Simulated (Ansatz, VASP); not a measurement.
One calculation of SnO2, two programs

```
CELL_PARAMETERS angstrom
4.75979 0.00000 0.00000
0.00000 4.75979 0.00000
0.00000 0.00000 3.20071
ATOMIC_POSITIONS crystal
Sn 0.50000 0.50000 0.00000
Sn 0.00000 0.00000 0.50000
O 0.69408 0.69408 0.50000
O 0.80592 0.19408 0.00000
O 0.19408 0.80592 0.00000
O 0.30592 0.30592 0.50000
```

Alike in both runs: functional r2SCAN; k mesh 6 × 6 × 8; occupations gaussian, width 0.02 eV; no spin polarisation.

Ansatz relaxed the structure, and its values are those at the end. VASP's run is a single point on that final structure, the one shown.

|  | VASP | Ansatz |
| --- | --- | --- |
| version | VASP 6.6.1 | Ansatz 0.2.0 |
| potentials or method | VASP PAW PBE potentials, release 64 (Sn_d, O) | scalar-relativistic, plane waves, PAW |
| plane-wave cutoff (eV) | 520 | 500 |
| valence electrons in the cell | 52 | 52 |

VASP gave:

| Quantity | Value |
| --- | --- |
| gap on the k mesh at the Fermi level (eV) | 1.80 |
| least direct gap on the mesh (eV) | 1.80 |
| pressure (GPa) | 1.1 |
| rms of the force components (eV/Å) | 0.014 |

Task: Estimate Ansatz's values.

Result: gap on the k mesh at the Fermi level (eV): 1.77; least direct gap on the mesh (eV): 1.77; pressure (GPa): 0.0; rms of the force components (eV/Å): 0.001.

Caveats: the PAW data sets were made with another functional, which shifts forces and pressure a little (VASP); spin-orbit coupling is left out, which moves the levels of the heavy elements.
